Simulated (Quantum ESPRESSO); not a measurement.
Crystal: LiCl.

```
Cl Li
1.0
     0.00000    2.56477    2.56477
     2.56477    0.00000    2.56477
     2.56477    2.56477    0.00000
Cl Li
1 1
Direct
  0.50000 0.50000 0.50000
  0.00000 0.00000 0.00000
```

- Program: Quantum ESPRESSO 7.5
- Task: phonons
- Functional: PBE
- Potentials or basis: SPMS 1.0 PBE
- Cutoff: 912 eV
- Density cutoff: 3646 eV
- k mesh: 6 × 6 × 6, shifted
- Occupations: fermi-dirac, width 0.05 eV
- Spin: no spin polarisation
- Mixing beta: 0.5
- Most SCF iterations: 120
- SCF threshold: 4e-10 Ry

The first run showed a gap, so the response started from a second, tighter run with fixed occupations.

The run gives a transverse optical frequency of 178 cm⁻¹, an electronic dielectric constant of 2.96 and Born charges of ±1.19 e.

Task: What are the longitudinal frequency and the static dielectric constant?

Result: The longitudinal mode lies at 388 cm⁻¹, 210 cm⁻¹ over the transverse one, and the static constant is 14.10. The two agree with the Lyddane-Sachs-Teller relation: (388/178)² = 4.75 and 14.10/2.96 = 4.76.
